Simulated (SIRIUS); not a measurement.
# TePb (Fm-3m) in SIRIUS: convergence with k mesh

Aim: find how far k mesh must go before the results for TePb settle, at PBE. This setting moves, with any that are tied to it; all else stays.

All numbers are computed with SIRIUS 7.12.0; they aren't measurements. Logs are shortened: lines on timing, memory, paths and dates and some standing lists are left out, and cuts for length are marked. The log counts tension as positive stress, the text compression.

## (1) The crystal as given

The structure is cubic, space group Fm-3m (No. 225). Conventional cell: a = 6.462 Å, b = 6.462 Å, c = 6.462 Å, α = 90.00°, β = 90.00°, γ = 90.00°. Pb (site symmetry m-3m) is surrounded by 6 Te at 3.23 Å. Te (site symmetry m-3m) is surrounded by 6 Pb at 3.23 Å.

## (2) With k mesh 1 × 1 × 1

Contents of sirius.json:

```json
{
  "control": {
    "processing_unit": "cpu",
    "std_evp_solver_name": "lapack",
    "gen_evp_solver_name": "lapack",
    "verbosity": 2,
    "print_forces": true,
    "ortho_rf": true,
    "use_second_variation": true,
    "rmt_max": 3.0,
    "num_bands_to_print": 24,
    "save_wf": true
  },
  "parameters": {
    "electronic_structure_method": "full_potential_lapwlo",
    "xc_functionals": ["XC_GGA_X_PBE", "XC_GGA_C_PBE"],
    "core_relativity": "dirac",
    "valence_relativity": "iora",
    "num_fv_states": 37,
    "smearing": "fermi_dirac",
    "smearing_width": 0.0018374661,
    "pw_cutoff": 20,
    "gk_cutoff": 3.4,
    "lmax_apw": 11,
    "lmax_rho": 8,
    "lmax_pot": 8,
    "num_mag_dims": 0,
    "auto_rmt": 0,
    "ngridk": [1, 1, 1],
    "shiftk": [0, 0, 0],
    "num_dft_iter": 80,
    "energy_tol": 1e-07,
    "density_tol": 1e-05,
    "use_symmetry": true
  },
  "settings": {"tol_ne": 1e-10},
  "iterative_solver": {"type": "exact"},
  "mixer": {"type": "anderson", "beta": 0.5, "max_history": 8},
  "unit_cell": {
    "lattice_vectors": [[0.0, 6.1057051087, 6.1057051087], [6.1057051087, 0.0, 6.1057051087], [6.1057051087, 6.1057051087, 0.0]],
    "atom_types": ["Pb", "Te"],
    "atom_files": {"Pb": "Pb.json", "Te": "Te.json"},
    "atoms": {"Pb": [[0.0, 0.0, 0.0]], "Te": [[0.5, 0.5, 0.5]]}
  }
}
```

Contents of Pb.json:

```json
{
  "name": "lead",
  "symbol": "Pb",
  "number": 82,
  "mass": 207.2,
  "rmin": 1e-06,
  "rmt": 2.65,
  "nrmt": 800,
  "rinf": 17.22,
  "core": "1s2s2p3s3p3d4s4p4d",
  "valence": [
    {"basis": [{"enu": -0.04, "dme": 0, "n": 0, "auto": 0}, {"enu": -0.04, "dme": 1, "n": 0, "auto": 0}]},
    {"l": 0, "n": 1, "basis": [{"enu": -0.0473, "dme": 0, "n": 0, "auto": 0}]},
    {"l": 1, "n": 2, "basis": [{"enu": 0.06, "dme": 0, "n": 0, "auto": 0}]},
    {"l": 2, "n": 3, "basis": [{"enu": 0.06, "dme": 0, "n": 0, "auto": 0}]},
    {"l": 3, "n": 4, "basis": [{"enu": 0.06, "dme": 0, "n": 0, "auto": 0}]},
    {"l": 4, "n": 5, "basis": [{"enu": 0.06, "dme": 0, "n": 0, "auto": 0}]}
  ],
  "lo": [
    {
      "l": 0,
      "basis": [{"enu": -0.0473, "dme": 0, "n": 0, "auto": 0}, {"enu": -0.0473, "dme": 1, "n": 0, "auto": 0}]
    },
    {
      "l": 0,
      "basis": [{"enu": -5.0861, "dme": 0, "n": 5, "auto": 1}, {"enu": -5.0861, "dme": 1, "n": 5, "auto": 1}]
    },
    {
      "l": 0,
      "basis": [{"enu": -5.0861, "dme": 1, "n": 5, "auto": 1}, {"enu": -0.0473, "dme": 0, "n": 0, "auto": 0}]
    },
    {
      "l": 0,
      "basis": [{"enu": -0.0473, "dme": 0, "n": 0, "auto": 0}, {"enu": 2.231, "dme": 0, "n": 0, "auto": 0}]
    },
    {"l": 1, "basis": [{"enu": 0.06, "dme": 0, "n": 0, "auto": 0}, {"enu": 0.06, "dme": 1, "n": 0, "auto": 0}]},
    {
      "l": 1,
      "basis": [{"enu": -2.9546, "dme": 0, "n": 5, "auto": 1}, {"enu": -2.9546, "dme": 1, "n": 5, "auto": 1}]
    },
    {
      "l": 1,
      "basis": [{"enu": -2.9546, "dme": 1, "n": 5, "auto": 1}, {"enu": 0.06, "dme": 0, "n": 0, "auto": 0}]
    },
    {"l": 1, "basis": [{"enu": 0.06, "dme": 0, "n": 0, "auto": 0}, {"enu": 2.6801, "dme": 0, "n": 0, "auto": 0}]},
    {"l": 2, "basis": [{"enu": 0.06, "dme": 0, "n": 0, "auto": 0}, {"enu": 0.06, "dme": 1, "n": 0, "auto": 0}]},
    {
      "l": 2,
      "basis": [{"enu": -0.5887, "dme": 0, "n": 5, "auto": 1}, {"enu": -0.5887, "dme": 1, "n": 5, "auto": 1}]
    },
    {
      "l": 2,
      "basis": [{"enu": -0.5887, "dme": 1, "n": 5, "auto": 1}, {"enu": 0.06, "dme": 0, "n": 0, "auto": 0}]
    },
    {"l": 2, "basis": [{"enu": 0.06, "dme": 0, "n": 0, "auto": 0}, {"enu": 3.0219, "dme": 0, "n": 0, "auto": 0}]},
    {"l": 3, "basis": [{"enu": 0.06, "dme": 0, "n": 0, "auto": 0}, {"enu": 0.06, "dme": 1, "n": 0, "auto": 0}]},
    {
      "l": 3,
      "basis": [{"enu": -4.7174, "dme": 0, "n": 4, "auto": 1}, {"enu": -4.7174, "dme": 1, "n": 4, "auto": 1}]
    },
    {
      "l": 3,
      "basis": [{"enu": -4.7174, "dme": 1, "n": 4, "auto": 1}, {"enu": 0.06, "dme": 0, "n": 0, "auto": 0}]
    },
    {"l": 3, "basis": [{"enu": 0.06, "dme": 0, "n": 0, "auto": 0}, {"enu": 3.3637, "dme": 0, "n": 0, "auto": 0}]},
    {"l": 4, "basis": [{"enu": 0.06, "dme": 0, "n": 0, "auto": 0}, {"enu": 0.06, "dme": 1, "n": 0, "auto": 0}]},
    {"l": 4, "basis": [{"enu": 0.06, "dme": 0, "n": 0, "auto": 0}, {"enu": 2.7941, "dme": 0, "n": 0, "auto": 0}]}
  ],
  "free_atom": [... radial grid and density of the free atom, the start of the SCF ...]
}
```

Contents of Te.json:

```json
{
  "name": "tellurium",
  "symbol": "Te",
  "number": 52,
  "mass": 127.6,
  "rmin": 1e-06,
  "rmt": 2.54,
  "nrmt": 800,
  "rinf": 14.28,
  "core": "1s2s2p3s3p3d",
  "valence": [
    {"basis": [{"enu": -0.04, "dme": 0, "n": 0, "auto": 0}, {"enu": -0.04, "dme": 1, "n": 0, "auto": 0}]},
    {"l": 0, "n": 1, "basis": [{"enu": -0.0591, "dme": 0, "n": 0, "auto": 0}]},
    {"l": 1, "n": 2, "basis": [{"enu": 0.06, "dme": 0, "n": 0, "auto": 0}]},
    {"l": 2, "n": 3, "basis": [{"enu": 0.06, "dme": 0, "n": 0, "auto": 0}]},
    {"l": 3, "n": 4, "basis": [{"enu": 0.06, "dme": 0, "n": 0, "auto": 0}]}
  ],
  "lo": [
    {
      "l": 0,
      "basis": [{"enu": -0.0591, "dme": 0, "n": 0, "auto": 0}, {"enu": -0.0591, "dme": 1, "n": 0, "auto": 0}]
    },
    {
      "l": 0,
      "basis": [{"enu": -5.7239, "dme": 0, "n": 4, "auto": 1}, {"enu": -5.7239, "dme": 1, "n": 4, "auto": 1}]
    },
    {
      "l": 0,
      "basis": [{"enu": -5.7239, "dme": 1, "n": 4, "auto": 1}, {"enu": -0.0591, "dme": 0, "n": 0, "auto": 0}]
    },
    {
      "l": 0,
      "basis": [{"enu": -0.0591, "dme": 0, "n": 0, "auto": 0}, {"enu": 2.4209, "dme": 0, "n": 0, "auto": 0}]
    },
    {"l": 1, "basis": [{"enu": 0.06, "dme": 0, "n": 0, "auto": 0}, {"enu": 0.06, "dme": 1, "n": 0, "auto": 0}]},
    {
      "l": 1,
      "basis": [{"enu": -3.906, "dme": 0, "n": 4, "auto": 1}, {"enu": -3.906, "dme": 1, "n": 4, "auto": 1}]
    },
    {"l": 1, "basis": [{"enu": -3.906, "dme": 1, "n": 4, "auto": 1}, {"enu": 0.06, "dme": 0, "n": 0, "auto": 0}]},
    {"l": 1, "basis": [{"enu": 0.06, "dme": 0, "n": 0, "auto": 0}, {"enu": 2.912, "dme": 0, "n": 0, "auto": 0}]},
    {"l": 2, "basis": [{"enu": 0.06, "dme": 0, "n": 0, "auto": 0}, {"enu": 0.06, "dme": 1, "n": 0, "auto": 0}]},
    {
      "l": 2,
      "basis": [{"enu": -1.2502, "dme": 0, "n": 4, "auto": 1}, {"enu": -1.2502, "dme": 1, "n": 4, "auto": 1}]
    },
    {
      "l": 2,
      "basis": [{"enu": -1.2502, "dme": 1, "n": 4, "auto": 1}, {"enu": 0.06, "dme": 0, "n": 0, "auto": 0}]
    },
    {"l": 2, "basis": [{"enu": 0.06, "dme": 0, "n": 0, "auto": 0}, {"enu": 3.284, "dme": 0, "n": 0, "auto": 0}]},
    {"l": 3, "basis": [{"enu": 0.06, "dme": 0, "n": 0, "auto": 0}, {"enu": 0.06, "dme": 1, "n": 0, "auto": 0}]},
    {"l": 3, "basis": [{"enu": 0.06, "dme": 0, "n": 0, "auto": 0}, {"enu": 2.757, "dme": 0, "n": 0, "auto": 0}]}
  ],
  "free_atom": [... radial grid and density of the free atom, the start of the SCF ...]
}
```

Contents of sirius_start.json:

```json
{
  "control": {
    "processing_unit": "cpu",
    "std_evp_solver_name": "lapack",
    "gen_evp_solver_name": "lapack",
    "verbosity": 1,
    "print_forces": false,
    "ortho_rf": true,
    "use_second_variation": true,
    "rmt_max": 3.0,
    "num_bands_to_print": 24,
    "save_wf": false
  },
  "parameters": {
    "electronic_structure_method": "full_potential_lapwlo",
    "xc_functionals": ["XC_LDA_X", "XC_LDA_C_PW"],
    "core_relativity": "dirac",
    "valence_relativity": "iora",
    "num_fv_states": 37,
    "smearing": "fermi_dirac",
    "smearing_width": 0.0055123983,
    "pw_cutoff": 20,
    "gk_cutoff": 2.72,
    "lmax_apw": 11,
    "lmax_rho": 8,
    "lmax_pot": 8,
    "num_mag_dims": 0,
    "auto_rmt": 0,
    "ngridk": [1, 1, 1],
    "shiftk": [0, 0, 0],
    "num_dft_iter": 30,
    "energy_tol": 0.01,
    "density_tol": 0.05,
    "use_symmetry": true
  },
  "settings": {"tol_ne": 1e-10},
  "iterative_solver": {"type": "exact"},
  "mixer": {"type": "anderson", "beta": 0.5, "max_history": 8},
  "unit_cell": {
    "lattice_vectors": [[0.0, 6.1057051087, 6.1057051087], [6.1057051087, 0.0, 6.1057051087], [6.1057051087, 6.1057051087, 0.0]],
    "atom_types": ["Pb", "Te"],
    "atom_files": {"Pb": "Pb.json", "Te": "Te.json"},
    "atoms": {"Pb": [[0.0, 0.0, 0.0]], "Te": [[0.5, 0.5, 0.5]]}
  }
}
```

Potentials or basis: all-electron FP-LAPW, apw+lo standard.

Launch:

```
$ OMP_NUM_THREADS=1 sirius.scf --input=sirius_start.json --output=start.json
$ OMP_NUM_THREADS=1 sirius.scf --input=sirius.json --output=output.json --task=1
```

The log of the run:

```text
[info] SIRIUS version : 7.12.0
[info] number of MPI ranks           : 1
[info] MPI grid                      : 1 1
[info] maximum number of OMP threads : 1
[fft] FFT context for density and potential
[fft] =====================================
[fft]   plane wave cutoff                     : 20
[fft]   grid size                             : 60 60 60   total : 216000
[fft]   grid limits                           : -29 30   -29 30   -29 30
[fft]   number of G-vectors within the cutoff : 61527
[fft]   number of G-shells                    : 1585
[fft] FFT context for coarse grid
[fft] =====================================
[fft]   plane wave cutoff                     : 6.8
[fft]   grid size                             : 24 24 24   total : 13824
[fft]   grid limits                           : -11 12   -11 12   -11 12
[fft]   number of G-vectors within the cutoff : 2421
[fft]   number of G-shells                    : 90
[unit cell] lattice vectors
[unit cell]   a1 :       0.0000000000      6.1057051087      6.1057051087
[unit cell]   a2 :       6.1057051087      0.0000000000      6.1057051087
[unit cell]   a3 :       6.1057051087      6.1057051087      0.0000000000
[unit cell] reciprocal lattice vectors
[unit cell]   b1 :      -0.5145339642      0.5145339642      0.5145339642
[unit cell]   b2 :       0.5145339642     -0.5145339642      0.5145339642
[unit cell]   b3 :       0.5145339642      0.5145339642     -0.5145339642
[unit cell] unit cell volume :       455.23691421 [a.u.^3]
[unit cell] 1/sqrt(omega)    :         0.04686852
[unit cell] MT volume        :       146.59378808 (32.20%)
[unit cell] IT volume        :       308.64312612 (67.80%)
[unit cell] number of atom types : 2
[unit cell] type id : 0 symbol : Pb mt_radius :   2.650000 num_atoms : 1
[unit cell] type id : 1 symbol : Te mt_radius :   2.540000 num_atoms : 1
[... 395 lines left out ...]
[generate_core_charge_density] atom class : 1
[generate_core_charge_density]   n,l,k : 1 0 1  energy :       -1161.15059929
[... 35 lines left out ...]
[find] valence_eval_sum               :    -138.34717759
[find] core_eval_sum                  :  -16936.18548680
[find] kinetic energy                 :   31546.82396533
[find] enuc                           :  -34764.97432199
[find] <rho|V^{XC}>                   :    -740.90683467
[find] <rho|E^{XC}>                   :    -566.54884431
[find] <mag|B^{XC}>                   :       0.00000000
[find] <rho|V^{H}>                    :  -47880.44979661
[find] smearing (-TS)                 :      -0.00000000
[find] SCF correction                 :       0.00004576
[find] Total energy                   :  -27724.92405351 (Ha),  -55449.84810702 (Ry)
[find] Free energy (E-TS)             :  -27724.92405351 (Ha),  -55449.84810702 (Ry)
[find] band gap (eV)                  :       5.10595889
[find] Efermi                         :       0.28209281
[find] iteration : 9, RMS (target) : 1.1696e-06 (1.0000e-05) , energy difference (target) : 2.7649e-09 (1.0000e-07)
[find] converged after 10 SCF iterations!
[find] Charges and magnetic moments
[find] --------------------------------------------------------------------------------
[find] atom      charge    core leakage
[find] --------------------------------------------------------------------------------
[find]    0   80.041200    8.143922e-10
[find]    1   50.091783    8.331820e-12
[find] total core leakage    : 8.22724002e-10
[find] interstitial charge   : 3.867012
[find] total charge          : 133.999995
[find] Energy
[find] --------------------------------------------------------------------------------
[find] valence_eval_sum               :    -138.34717759
[find] core_eval_sum                  :  -16936.18548680
[find] kinetic energy                 :   31546.82396533
[find] enuc                           :  -34764.97432199
[find] <rho|V^{XC}>                   :    -740.90683467
[find] <rho|E^{XC}>                   :    -566.54884431
[find] <mag|B^{XC}>                   :       0.00000000
[find] <rho|V^{H}>                    :  -47880.44979661
[find] smearing (-TS)                 :      -0.00000000
[find] SCF correction                 :       0.00004576
[find] Total energy                   :  -27724.92405351 (Ha),  -55449.84810702 (Ry)
[find] Free energy (E-TS)             :  -27724.92405351 (Ha),  -55449.84810702 (Ry)
[find] band gap (eV)                  :       5.10595889
[find] Efermi                         :       0.28209281
[ground_state]
[ground_state] ==== total Forces in Ha/bohr =====
[ground_state] atom:    0, force:       0.0000000      0.0000000      0.0000000
[ground_state] atom:    1, force:       0.0000000      0.0000000      0.0000000
[ground_state] ==== contribution from density =====
[ground_state] atom:    0, force:       0.0000000      0.0000000      0.0000000
[ground_state] atom:    1, force:       0.0000000      0.0000000      0.0000000
[ground_state] ==== contribution from Hartree potential =====
[ground_state] atom:    0, force:       0.0000000      0.0000000      0.0000000
[ground_state] atom:    1, force:       0.0000000      0.0000000      0.0000000
[ground_state] ==== contribution from IBS =====
[ground_state] atom:    0, force:       0.0000000      0.0000000      0.0000000
[ground_state] atom:    1, force:       0.0000000      0.0000000      0.0000000
```

Wall time 69 s (1 thread of Arm Neoverse V2, shared host); peak memory 0.47 GiB.

What came out:

```yaml
Free_energy: -754433.6171 eV
All_electrons_inside_the_program's_atomic_spheres: Pb 80.04; Te 50.09 (radii Pb 2.65, Te 2.54 bohr)
```

## (3) With k mesh 2 × 2 × 2

Edit sirius.json of step 2 so:

```diff
@@ -28,3 +28,3 @@
     "auto_rmt": 0,
-    "ngridk": [1, 1, 1],
+    "ngridk": [2, 2, 2],
     "shiftk": [0, 0, 0],
```

Pb.json is that of step 2.

Te.json is that of step 2.

sirius_start.json is that of step 2.

Potentials or basis: all-electron FP-LAPW, apw+lo standard.

Launch:

```
$ OMP_NUM_THREADS=1 sirius.scf --input=sirius_start.json --output=start.json
$ OMP_NUM_THREADS=1 sirius.scf --input=sirius.json --output=output.json --task=1
```

Wall time 68 s (1 thread of Arm Neoverse V2, shared host); peak memory 0.48 GiB.

Results:

| Item | Value |
| --- | --- |
| Free energy | -754437.5218 eV |
| Band gap on the k mesh | 0.60 eV, direct |
| All electrons inside the program's atomic spheres | Pb 79.85; Te 49.93 (radii Pb 2.65, Te 2.54 bohr) |

## (4) With k mesh 3 × 3 × 3

Edit sirius.json of step 3 so:

```diff
@@ -28,3 +28,3 @@
     "auto_rmt": 0,
-    "ngridk": [2, 2, 2],
+    "ngridk": [3, 3, 3],
     "shiftk": [0, 0, 0],
```

Pb.json is that of step 3.

Te.json is that of step 3.

sirius_start.json is that of step 3.

Launch:

```
$ OMP_NUM_THREADS=1 sirius.scf --input=sirius_start.json --output=start.json
$ OMP_NUM_THREADS=1 sirius.scf --input=sirius.json --output=output.json --task=1
```

Wall time 74 s (1 thread of Arm Neoverse V2, shared host); peak memory 0.49 GiB.

Results:

```
Free energy                                       : -754439.2342 eV
All electrons inside the program's atomic spheres : Pb 79.91; Te 49.79 (radii Pb 2.65, Te 2.54 bohr)
```

(Continued in part 2 of 3.)
